**Q:** I have a BaTiO₃ cell calculated at five volumes, from strongly squeezed to slightly stretched. The next two volumes, 1.02 and 1.06 times the measured one, are stretched further. How much can I say about them before I look?

BaTiO₃ (Amm2, 5 atoms; measured COD cell, scaled at fixed shape), Ansatz 0.2.0, scalar-relativistic PBE without spin, 8×8×8 k points, Fermi–Dirac smearing 0.05 eV. LAPW has a basis error target of 1 meV/atom, all-electron PAW uses datasets made for the crystal, and PAW uses default frozen-core datasets at 420 eV. Pressure is positive in compression; Vzz is the largest in size among the nuclei.

| V/V(given) | volume (Å³/atom) | pressure, LAPW (GPa) | energy above the lowest row, LAPW (meV/atom) | largest Vzz, all-electron PAW (1e21 V/m^2) | largest Vzz, PAW (1e21 V/m^2) |
| --- | --- | --- | --- | --- | --- |
| 0.9400 | 12.09 | 14.03 | 37.7 | 1.95 | 2.03 |
| 0.9600 | 12.35 | 9.55 | 18.9 | 2.13 | 2.21 |
| 0.9800 | 12.61 | 5.53 | 6.8 | 2.31 | 2.39 |
| 0.9900 | 12.74 | 3.68 | 3.1 | 2.39 | 2.48 |
| 1.0100 | 13.00 | 0.27 | 0.0 | 2.56 | 2.65 |
| 1.0200 | 13.12 | ? | ? | ? | ? |
| 1.0600 | 13.64 | ? | ? | ? | ? |

**A:** First settle what changes from row to row. V/V(given) is the volume divided by that of the measured cell. All edges grow together, and each atom keeps its fractional position. The five known rows are all insulators without spin, so they can be read as one series.

**Q:** The pressure falls from 14 GPa almost to zero. Can I just carry the last slope onward?

**A:** Look at the stiffness first, meaning the pressure lost per relative increase in volume. It averages 213 GPa between scales 0.94 and 0.96, but only 171 GPa between 0.99 and 1.01. The crystal softens as it expands.

The reason is standard for ionic solids. Electrostatic attraction pulls the ions together, while the overlap of their closed electron shells pushes them apart. The repulsion changes much more steeply with distance, and it is the source of the stiffness. Moving the ions apart weakens it quickly, so each further step of stretching costs less extra tension.

**Q:** How do I turn that into a number?

**A:** Write the energy as a cubic polynomial in V^(−2/3), where V is the volume. This is the third-order Birch–Murnaghan equation. Pressure is minus the slope of energy against volume, which leaves three terms, in V^(−5/3), V^(−7/3) and V^(−3). I fitted their three coefficients by least squares to the five known pressures. Leaving out each row in turn and predicting it gives a typical error of 0.006 GPa.

The curve crosses zero at scale 1.012, so both new volumes should be under tension. That crossing is not a stress-free state, because the shape is held and the pressure is an average over three directions. At scale 1.01 the separate stresses still run from 0.9 to −0.4 GPa.

**Q:** Do I need a second fit for the energy?

**A:** No, the pressure curve already contains it. Take the step from 1.01, the lowest known row, to 1.02, which was not in the fit. The pressure goes from 0.27 to a predicted −1.30 GPa, a mean of about −0.515 GPa. One hundredth of the given volume is 0.129 Å³ per atom, and 1 GPa·Å³ is 6.24 meV. The energy therefore rises by 0.515 × 0.129 × 6.24 ≈ 0.4 meV per atom.

The same integration along the whole curve reproduces the known energies to within their rounding. That shows that the calculated pressures and energies are consistent with each other. It is no test of the functional.

**Q:** The last two columns puzzle me. What is Vzz, and why does it grow when the crystal expands?

**A:** It is the largest principal component of the electric field gradient at a nucleus, the quantity behind quadrupole splittings in magnetic resonance. The site values at scales 0.96 and 0.99 place the largest one on oxygen, well above titanium and barium.

Suppose the ions were fixed point charges. Their field gradient falls as the inverse cube of distance, hence as 1/V. From scale 0.94 to 1.01 it would drop by 7%, yet the all-electron value rises by 31%. Fixed point charges therefore cannot explain the rise. The likely reason is that the electron density around oxygen changes its shape. The nucleus is very sensitive to this, because nearby charge is weighted by the inverse cube of its distance.

**Q:** What changes the shape?

**A:** The table cannot tell us, so what follows is a guess. When the crystal is squeezed, neighbouring closed shells overlap and distort the oxygen 2p density more in some directions than in others. If that distortion opposes the rest of the gradient, stretching removes it and Vzz grows. Overlap fades quickly with distance, so the growth should slow down.

A straight line in 1/V has that bend, and I fitted one by least squares to the five all-electron values. It is only a local description, and its limit at infinite volume has no meaning. A pure power law, with Vzz proportional to V to the power 3.8, bends the other way and predicts ever faster growth. It also does worse on the known rows, with a leave-one-out error of 0.022 against 0.003, in the table's unit of 10²¹ V/m².

**Q:** And the frozen-core column?

**A:** It lies 0.08 to 0.09 above the all-electron one in every known row. I add the mean difference to the all-electron forecast. The forecasts are these, with Vzz in 10²¹ V/m²:

- **Scale 1.02:** pressure −1.30 ± 0.03 GPa; energy 0.4 ± 0.1 meV/atom; Vzz 2.64 ± 0.02 all-electron and 2.72 ± 0.03 frozen-core.
- **Scale 1.06:** pressure −6.8 ± 0.2 GPa; energy 13.8 ± 0.4 meV/atom; Vzz 2.94 ± 0.06 all-electron and 3.03 ± 0.07 frozen-core.

The ranges are my judgement. They allow for the rounding of the table and for higher terms that five rows cannot fix, which matter more at the farther volume.

**Q:** Then let us look.

The withheld rows as computed:

| V/V(given) | volume (Å³/atom) | pressure, LAPW (GPa) | energy above the lowest row, LAPW (meV/atom) | largest Vzz, all-electron PAW (1e21 V/m^2) | largest Vzz, PAW (1e21 V/m^2) |
| --- | --- | --- | --- | --- | --- |
| 1.0200 | 13.12 | -1.30 | 0.4 | 2.65 | 2.74 |
| 1.0600 | 13.64 | -6.79 | 13.7 | 2.96 | 3.05 |

**Q:** Everything lies inside your ranges. Which of these hits means something?

**A:** The pressure at 1.06 does, because a simpler idea fails there. With the stiffness held at its last known value, the forecast would have been −8.0 GPa. The calculation gives −6.79 GPa, so ignoring the softening overstates the tension by about 1.2 GPa. The row at 1.02 is a weaker test, since it lies so close to the known ones.

The energies follow from the pressures, so they are not a second independent success. They do show how flat the bottom of the curve is. Scales 1.01 and 1.02 lie on either side of the minimum and differ by only 0.4 meV per atom, while 1.06 costs 13.7.

**Q:** Did the field gradient really slow down?

**A:** Over the longer stretch, yes. From 0.94 to 1.01 the all-electron value rose by 0.61 in seven hundredths of the given volume, or 0.087 per hundredth. From 1.01 to 1.06 it rose by 0.40 in five, or 0.080 per hundredth. The single step to 1.02 is too short to show this, given the rounding.

The all-electron forecasts came out too low by 0.01 at 1.02 and by 0.02 at 1.06, both small misses. The power law is 0.13 too high at 1.06. That rules it out as a guide here, but it doesn't prove the overlap picture, because other curves with a similar bend would do as well.

**Q:** The frozen-core values are 0.02 above your forecasts. Is the frozen core to blame?

**A:** At 1.06 most of that miss is inherited from the all-electron forecast; at 1.02 the rounding is too coarse to say. The difference between the two columns stayed at 0.09, close to the 0.084 I had assumed. For practical work its size is worth remembering: it equals the change in Vzz from about one per cent of volume. An error of that size in the cell volume therefore matters as much as the choice between these two sets of PAW data.

**Q:** Could I use these numbers for a real crystal under tension?

**A:** Not directly, because its atoms would move. In the present series the force on titanium along the third axis grows from nearly zero at scale 0.94 to 0.23 eV/Å at 1.01. Picture a neighbouring series in which the atoms relax at each volume. At each volume its total energy could only lie at or below that of the present series, and its field gradients would change as well, since they depend on where each oxygen sits between its neighbours. PBE also tends to make such oxides slightly too large, so the pressures at a given volume are expected to come out somewhat too high. Spin–orbit coupling is also left out of all these runs. It should matter most at barium, and less for the oxygen gradients discussed here.

**Q:** So what would you calculate next?

**A:** I would calculate how the oxygen 2p electrons are shared among the three directions, at two well-separated volumes with the atoms held as they are here. The rise of Vzz suggests that the density near oxygen changes shape. Whether fading shell overlap does this, or a change in the covalent sharing with titanium, is the question these seven rows leave open.
